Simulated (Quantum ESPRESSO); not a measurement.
## HfN under changes of volume

One of the cells (11.482 Å³/atom); the others are scaled copies at fixed shape and fractional positions:

```xyz
2
Lattice="0.0000 2.2560 2.2560 2.2560 0.0000 2.2560 2.2560 2.2560 0.0000" Properties=species:S:1:pos:R:3 pbc="T T T"
Hf    0.0000    0.0000    0.0000
N     2.2560    2.2560    2.2560
```

```yaml
Program: Quantum ESPRESSO 7.5
Functional: PBE
Potentials_or_basis: PseudoDojo 0.4 FR PBE standard
Cutoff: 1143 eV
Density_cutoff: 4572 eV
k_mesh: 10 × 10 × 10
Occupations: fermi-dirac, width 0.05 eV
Spin: spin-orbit coupling, no magnetisation
```

| volume (Å³/atom) | energy over the lowest point (meV/atom) | pressure (GPa) |
| --- | --- | --- |
| 10.793 | 72.15 | 26.5 |
| 11.023 | 39.66 | 19.0 |
| 11.252 | 17.47 | 12.1 |
| 11.482 | ? | ? |
| 11.712 | 0.00 | 0.5 |
| 11.941 | 2.97 | -4.5 |
| 12.171 | 12.73 | -9.0 |

Q: What does the run at 11.482 Å³/atom give?

A: Energy over the lowest point 4.56 meV/atom; pressure 6.0 GPa.

Worked out: A Birch-Murnaghan fit of order 3 (a polynomial in V^(-2/3)) to the other rows has its minimum at 11.73 Å³/atom with B0 = V·E''(V) = 266 GPa and B' = 4.3. It gives 4.56 meV/atom at 11.482 Å³/atom, against the run's 4.56, and -dE/dV = 6.0 GPa, against 6.0.

Energies are extrapolated to zero smearing.
